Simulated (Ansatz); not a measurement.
## Bands of Cs

```xyz
1
Lattice="-3.0225 3.0225 3.0225 3.0225 -3.0225 3.0225 3.0225 3.0225 -3.0225" Properties=species:S:1:pos:R:3 pbc="T T T"
Cs    0.0000    0.0000    0.0000
```

The cell is a measured one (Crystallography Open Database entry 9011010); the temperature and pressure of the measurement aren't taken into account, and nothing was relaxed.

All numbers below come from DFT, PBE, all-electron LAPW, Dirac equation with spin-orbit coupling (Ansatz 0.2.0).

Settings: a Γ-centred 9×9×9 k mesh, Fermi–Dirac smearing of 0.05 eV, basis error target 1 meV/atom, no spin polarisation.

Points in fractions of the reciprocal vectors of this cell: Γ (0, 0, 0), H (0.5, -0.5, 0.5), N (0, 0, 0.5), P (0.25, 0.25, 0.25). The path runs Γ–H–N–Γ–P–H–P–N. Energies are in eV from the Fermi level; (×n) counts levels within 4 meV of each other, which need not be degenerate by symmetry.

Task: List the levels at P between -14 and 2.5 eV.

Result: -11.77 (×2), -10.15 (×4), 0.91 (×2), 1.04 (×4), 2.49 (×2).

Task: List the levels at N between -14 and 2.5 eV.

Result: -11.77 (×2), -10.20 (×2), -10.09 (×2), 0.02 (×2), 0.91 (×2), 1.64 (×2).

Task: List the levels at H between -14 and 2.5 eV.

Result: -11.80 (×2), -10.19 (×4), 0.61 (×4).

Task: What is the band gap?

Result: none: bands cross the Fermi level, a metal.
